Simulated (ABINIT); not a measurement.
The system is ZrC.

```
CELL_PARAMETERS angstrom
-0.10312 -2.37340 -2.10894
0.06115 2.39212 -2.12766
5.09915 0.16427 0.04197
ATOMIC_POSITIONS crystal
Zr 0.50009 0.49850 0.00356
Zr 0.00368 0.00032 0.49668
C 0.49783 0.49888 0.50120
C 0.99840 0.00230 0.99856
```

Base run:

- Program: ABINIT 10.8.3 (patched build)
- Functional: PBEsol
- Potentials or basis: JTH PAW PBE v2.0
- Cutoff: 517 eV
- k mesh: 6 × 6 × 4
- Occupations: fermi-dirac, width 0.05 eV
- Spin: no spin polarisation

Its results: band gap on the k mesh none (metal or under the smearing width); pressure 9.1 GPa; largest force 0.447 eV/Å.

Problem. The run is repeated on the same cell with these changes: potentials or basis from JTH PAW PBE v2.0 to PseudoDojo NC SR PBEsol v0.4.1 standard; cutoff from 517 eV to 1309 eV. What comes out?

Solution. Band gap on the k mesh none (metal or under the smearing width); pressure 9.5 GPa; largest force 0.449 eV/Å.

Caveats: the PAW data sets were made with another functional, which shifts forces and pressure a little (some runs).
